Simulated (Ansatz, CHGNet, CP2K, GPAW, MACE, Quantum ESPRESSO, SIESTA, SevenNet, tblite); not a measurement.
# The unslipped end of a generalised stacking fault on (111) (glide set) of a GaP-AlP solid solution (72 atoms) in CP2K, part 3 of 3

Aim: run the unslipped end of a generalised stacking fault on (111) (glide set) of a GaP-AlP solid solution (72 atoms) in CP2K and see how near its forces come to a plane-wave reference, and at what cost.

Program: CP2K 2026.2; the method stands at each step. Banners, paths, timers and routine set-up lines are dropped from the logs unmarked, and long logs keep their key lines alone; longer cuts are marked.

So far, spacing of highest filled and lowest empty level: step 2 (PBE, DZVP-MOLOPT-SR, 800/60 Ry, diagonalisation) 1.20; step 4 (setting rel 70, same level step CP2K, double zeta, PBE, CP2K) 1.20; step 5 (PBEsol PBE, setting form scaled, setting xc PBEsol) 1.05.

## Step 6: PBE, DZVP-MOLOPT-SR, 400/60 Ry, diagonalisation

Method: Kohn-Sham DFT, PBE, GTH-PBE pseudopotentials, Gaussian and plane waves, DZVP-MOLOPT-SR-GTH, diagonalisation.

The input, input.inp:

```
&GLOBAL
  PROJECT cell
  RUN_TYPE ENERGY_FORCE
  PRINT_LEVEL LOW
&END GLOBAL
&FORCE_EVAL
  METHOD QS
  STRESS_TENSOR ANALYTICAL
  &DFT
    BASIS_SET_FILE_NAME BASIS_MOLOPT
    POTENTIAL_FILE_NAME GTH_POTENTIALS
    &MGRID
      CUTOFF 400
      REL_CUTOFF 60
    &END MGRID
    &QS
      EPS_DEFAULT 1.0E-12
    &END QS
    &SCF
      SCF_GUESS ATOMIC
      EPS_SCF 5.0E-06
      MAX_SCF 200
      ADDED_MOS 41
      &DIAGONALIZATION
        ALGORITHM STANDARD
      &END DIAGONALIZATION
      &SMEAR ON
        METHOD FERMI_DIRAC
        ELECTRONIC_TEMPERATURE [K] 580
      &END SMEAR
      &MIXING
        METHOD BROYDEN_MIXING
        ALPHA 0.15
        NBROYDEN 12
      &END MIXING
      &PRINT
        &RESTART OFF
        &END RESTART
      &END PRINT
    &END SCF
    &XC
      &XC_FUNCTIONAL PBE
      &END XC_FUNCTIONAL
    &END XC
    &PRINT
      &MULLIKEN ON
      &END MULLIKEN
      &HIRSHFELD ON
        SHAPE_FUNCTION DENSITY
      &END HIRSHFELD
      &MO ON
        EIGENVALUES T
        OCCUPATION_NUMBERS T
        MO_INDEX_RANGE 223 246
        &EACH
          QS_SCF 0
        &END EACH
        ADD_LAST NUMERIC
      &END MO
    &END PRINT
  &END DFT
  &SUBSYS
    &CELL
      A 6.68331 0.00000 0.00000
      B 0.00000 11.57583 0.00000
      C 0.00000 0.00000 19.10326
    &END CELL
    &TOPOLOGY
      COORD_FILE_NAME structure.xyz
      COORD_FILE_FORMAT XYZ
    &END TOPOLOGY
    &KIND Al
      BASIS_SET DZVP-MOLOPT-SR-GTH-q3
      POTENTIAL GTH-PBE-q3
    &END KIND
    &KIND P
      BASIS_SET DZVP-MOLOPT-SR-GTH-q5
      POTENTIAL GTH-PBE-q5
    &END KIND
    &KIND Ga
      BASIS_SET DZVP-MOLOPT-SR-GTH-q13
      POTENTIAL GTH-PBE-q13
    &END KIND
  &END SUBSYS
  &PRINT
    &FORCES ON
    &END FORCES
    &STRESS_TENSOR ON
    &END STRESS_TENSOR
  &END PRINT
&END FORCE_EVAL
```

The input, structure.xyz:

```xyz
72

Al 3.27181 1.92425 0.38589
P 3.38463 1.93258 2.76481
Ga 5.53445 1.92217 3.59925
P 5.58685 1.95388 5.90807
Ga 0.04732 0.01239 0.37041
P 6.63833 0.00463 2.76176
Al 2.21552 11.55881 3.54136
P 2.20690 11.55152 5.89966
Ga 4.43117 0.04480 6.70181
P 4.44326 11.51043 9.07042
Al 3.34941 5.80736 0.39315
P 3.35415 5.76592 2.75507
Ga 5.57548 5.80470 3.55034
P 5.56178 5.76546 5.89527
Al 0.03342 3.82396 0.41874
P 6.66834 3.83843 2.74074
Ga 2.24840 3.86737 3.52780
P 2.25963 3.83473 5.89469
Al 4.47040 3.85359 6.67506
P 4.46646 3.86598 9.03183
[... 48 atom lines left out ...]
Ga 1.10589 5.77067 16.18180
P 1.10609 5.76638 18.58957
Al 1.08363 9.65552 16.12869
P 1.09740 9.61454 18.51641
```

Command:

```console
> OMP_NUM_THREADS=2 cp2k.psmp -i input.inp > output.txt
```

Numbers of over 12 decimals in the logs are rounded to 6 here.

Log:

```text
CP2K| version string:                                       CP2K version 2026.2
 CP2K| Input file name                                                 input.inp
 GLOBAL| Basis set file name                                        BASIS_MOLOPT
 GLOBAL| Potential file name                                      GTH_POTENTIALS
 GLOBAL| Run type                                                   ENERGY_FORCE
 GLOBAL| Total number of message passing processes                             1
 GLOBAL| Number of threads for this process                                    2
[... lines left out ...]
                        Smear method:                                FERMI_DIRAC
[... lines left out ...]
 Number of electrons:                                                        468
[... lines left out ...]
  Step     Update method      Time    Convergence         Total energy    Change
[... lines left out ...]
  *** SCF run converged in    17 steps ***
[... lines left out ...]
  Fermi energy:                                                 0.193934
  Total energy:                                             -1618.409466
  Total energy (extrapolated to T->0):                      -1618.409466
[... lines left out ...]
 MO| E(Fermi):            0.193934 a.u.          5.277204 eV
[... lines left out ...]
     72       P      2       5.000          5.183                        -0.183
  Total Charge                                                           -0.000
 !-----------------------------------------------------------------------------!
 ENERGY| Total FORCE_EVAL ( QS ) energy [hartree]          -1618.409391
 FORCES| Atomic forces [hartree/bohr]
 FORCES|   Atom     x               y               z               |f|
 FORCES|      1  1.64507578E-02 -4.80258674E-04 -2.29692875E-02   2.82567912E-02
 FORCES|      2 -1.14587689E-02 -6.84778206E-03 -7.42843130E-03   1.52766847E-02
 FORCES|      3 -1.92934625E-03  6.50012143E-03 -1.54415428E-02   1.68646138E-02
[...]
FORCES|     71  4.41196775E-04 -4.66362246E-03  6.87783434E-03   8.32157643E-03
 FORCES|     72  8.37708054E-03  5.53745180E-03  1.58808908E-02   1.87893997E-02
 FORCES| Sum    -4.29401483E-02 -8.00447621E-03 -2.64238249E-02
 FORCES| Total atomic force                                       5.10504309E-02
 STRESS| Analytical stress tensor [bar]
 STRESS|                        x                   y                   z
 STRESS|      x       -2.59278299519E+04   2.23132867481E+03  -4.89176107987E+03
 STRESS|      y        2.23132867481E+03   6.99929573198E+04  -1.50002403857E+03
 STRESS|      z       -4.89176107987E+03  -1.50002403857E+03   1.32140710054E+04
 STRESS| 1/3 Trace                                             1.90930661245E+04
```

Wall time 2.9 min (2 threads of Arm Neoverse V1, shared host); peak memory 2.4 GiB.

Compared with the plane-wave run:

* r.m.s. force component: 0.5765 eV/Å
* r.m.s. difference of force components: 327.3 meV/Å
* longest difference of force vectors: 1559 meV/Å
* force difference over r.m.s. force: 73.95 %
* slope of forces against the reference's: 1.075
* correlation of force components: 0.8257
* gap (highest filled to lowest empty level): 1.196 eV
* gap difference: 0.0172 eV
* pressure: 1.909 GPa
* pressure difference: 0.703 GPa
* energy less the same-level run's: -10.22 meV/atom
* r.m.s. force difference from the same-level run: 324.8 meV/Å

This is a coarse setting, run to see what it loses.

Against the first run (5.9 %), the force difference from the reference is 74 %, at 0.65 times the CPU time: the grid matters here.

The difference per atom is largest on Ga (1.1 eV/Å on average, against 0.049 on P). The forces add up to 2.6 eV/Å instead of zero, usually a sign of too coarse a grid.

## Step 7: The ladder

Differences are against the plane-wave reference, forces as r.m.s. over components; share is that over the reference's r.m.s. force, slope the least-squares factor from reference forces to these. Total energies of different programs have different zeros and aren't compared.

| run | Δ force, r.m.s. (meV/Å) | share (%) | slope | Δ pressure (GPa) | Δ gap (eV) | cores | CPU time | memory (GiB) |
| --- | --- | --- | --- | --- | --- | --- | --- | --- |
| reference | - | - | - | - | - | 4 | 55 min | 5.5 |
| CP2K PBE, DZVP-MOLOPT-SR, 800/60 Ry, diagonalisation | 26.2 | 5.91 | 1.021 | 0.288 | 0.0225 | 2 | 8.3 min | 6.9 |
| CP2K PBE, SZV-MOLOPT-SR, 800/60 Ry, diagonalisation (coarse) | 143 | 32.3 | 1.270 | 4.32 | 1.08 | 1 | 4.9 min | 6.7 |
| CP2K PBE, DZVP-MOLOPT-SR, 800/70 Ry, diagonalisation | 26.2 | 5.91 | 1.021 | 0.288 | 0.0225 | 2 | 9.3 min | 6.9 |
| CP2K PBEsol, PBE potentials, DZVP-MOLOPT-SR, 800/60 Ry, diagonalisation | 51.4 | 11.6 | 1.000 | -1.22 | -0.133 | 2 | 8.5 min | 6.9 |
| CP2K PBE, DZVP-MOLOPT-SR, 400/60 Ry, diagonalisation (coarse) | 327 | 74.0 | 1.075 | 0.703 | 0.0172 | 2 | 5.4 min | 2.4 |

Rows marked coarse were listed beforehand as settings not expected to be converged; some can still land near the reference.

CPU time is summed over cores on a shared host, where runs went side by side, so it is rough. Symmetry, cutoffs, thresholds, outputs and thread counts weren't matched or tuned between programs; memory under MPI is the largest rank's times the ranks.

Mean charges by element (e), by run and scheme:

| run | scheme | Al | P | Ga |
| --- | --- | --- | --- | --- |
| CP2K PBE, DZVP-MOLOPT-SR, 800/60 Ry, diagonalisation | Mulliken | +0.54 | -0.39 | +0.24 |
| CP2K PBE, DZVP-MOLOPT-SR, 800/60 Ry, diagonalisation | Hirshfeld | +0.17 | -0.19 | +0.20 |
| CP2K PBE, DZVP-MOLOPT-SR, 800/70 Ry, diagonalisation | Mulliken | +0.54 | -0.39 | +0.24 |
| CP2K PBE, DZVP-MOLOPT-SR, 800/70 Ry, diagonalisation | Hirshfeld | +0.17 | -0.19 | +0.20 |
| CP2K PBEsol, PBE potentials, DZVP-MOLOPT-SR, 800/60 Ry, diagonalisation | Mulliken | +0.50 | -0.33 | +0.16 |
| CP2K PBEsol, PBE potentials, DZVP-MOLOPT-SR, 800/60 Ry, diagonalisation | Hirshfeld | +0.16 | -0.17 | +0.18 |

Within one program, basis, potentials and functional, energies share a zero. Each run against its twin at the usual cutoff or grid and solver:

| run | twin | Δ energy (meV/atom) | Δ force, r.m.s. (meV/Å) | CPU time over the twin's |
| --- | --- | --- | --- | --- |
| CP2K PBE, DZVP-MOLOPT-SR, 800/70 Ry, diagonalisation | DZVP-MOLOPT-SR, 800/60 Ry, diagonalisation | 0 | 0 | 1.1 |
| CP2K PBE, DZVP-MOLOPT-SR, 400/60 Ry, diagonalisation | DZVP-MOLOPT-SR, 800/60 Ry, diagonalisation | -10.2 | 325 | 0.65 |

A second geometry, displaced anew (every atom was moved at random, 0.06 Å r.m.s. a Cartesian component), gives an energy difference that all programs can be tested on. The reference puts it at 41.81 meV/atom.

| run | energy less the first geometry's (meV/atom) | error (meV/atom) | force share at the second geometry (%) |
| --- | --- | --- | --- |
| CP2K PBE, DZVP-MOLOPT-SR, 800/60 Ry, diagonalisation | 42.69 | 0.885 | 4.06 |
| CP2K PBE, SZV-MOLOPT-SR, 800/60 Ry, diagonalisation | 54.86 | 13.0 | 32.4 |
| CP2K PBE, DZVP-MOLOPT-SR, 800/70 Ry, diagonalisation | 42.69 | 0.885 | 4.06 |
| CP2K PBEsol, PBE potentials, DZVP-MOLOPT-SR, 800/60 Ry, diagonalisation | 41.57 | -0.241 | 6.55 |
| CP2K PBE, DZVP-MOLOPT-SR, 400/60 Ry, diagonalisation | 42.86 | 1.05 | 37.7 |

Further runs of this program without a result: CP2K GFN1-xTB, diagonalisation (not converged).

## Step 8: What came out

| Item | Value |
| --- | --- |
| nearest in forces | a tie at 5.9 % of 2 runs: CP2K PBE, DZVP-MOLOPT-SR, 800/60 Ry, diagonalisation; CP2K PBE, DZVP-MOLOPT-SR, 800/70 Ry, diagonalisation |

In words: The PBE runs in local orbitals, coarse settings apart, differ by 5.9 % in each run; basis, grid and potentials can all enter. Rows with another functional or a dispersion term differ by 12 % (CP2K PBEsol, PBE potentials, DZVP-MOLOPT-SR, 800/60 Ry, diagonalisation), which mixes the change of model with differences of basis and potentials, some of them made for another functional. Runs with settings chosen to be coarse differ by 32 % (CP2K PBE, SZV-MOLOPT-SR, 800/60 Ry, diagonalisation) to 74 % (CP2K PBE, DZVP-MOLOPT-SR, 400/60 Ry, diagonalisation), their programs' other errors included. Of the electronic-structure runs that take under half the reference's CPU time, CP2K PBE, DZVP-MOLOPT-SR, 800/60 Ry, diagonalisation is among the nearest, at 5.9 % in 8.3 min against 55 min. CP2K PBE, SZV-MOLOPT-SR, 800/60 Ry, diagonalisation stiffens the forces by a factor of 1.27 while following their directions (correlation 0.991). At the same functional, gaps differ from the reference's 1.18 eV by between +0.02 and +1.08 eV. A likely cause of the wide gaps: compact atomic orbitals describe empty levels worse than filled ones. These are spacings on the run's k-points, which needn't hold the band edges. In pressure, CP2K PBE, SZV-MOLOPT-SR, 800/60 Ry, diagonalisation misses by +4.3 GPa, at the same functional. Charges hang on scheme and program or settings: among these rows the mean for Al runs from +0.16 to +0.54 e. The energy difference between the two geometries, 41.8 meV/atom in the reference, is met best by CP2K PBEsol, PBE potentials, DZVP-MOLOPT-SR, 800/60 Ry, diagonalisation (-0.241) and worst by CP2K PBE, SZV-MOLOPT-SR, 800/60 Ry, diagonalisation (coarse) (+13). The reference's pressure holds the uncorrected Pulay stress of its 60 Ry basis, so small pressure differences, and their order, may be the reference's own error. The reference's stress is far from hydrostatic: its diagonal is -3.4, 6.3, 0.7 GPa, compression counted positive. The host structure and its lattice constant were typed by rule, without a check against the phase diagram. The electronic-structure runs sample only Γ, in a cell whose shortest periodic width is 7 Å.

[Also dropped from logs without a mark: logging warnings of Python, and SIESTA's first energy breakdown and zero terms.]

[Logs are printed without paths, hosts, clocks, repeated set-up lines and the standing remarks that a program may print on its own settings, such as how far it seeks lower states.]

[Hosts, paths, dates, database ids (printed as entryN), source tags and the programs' standing remarks are cut or masked in the printed files.]
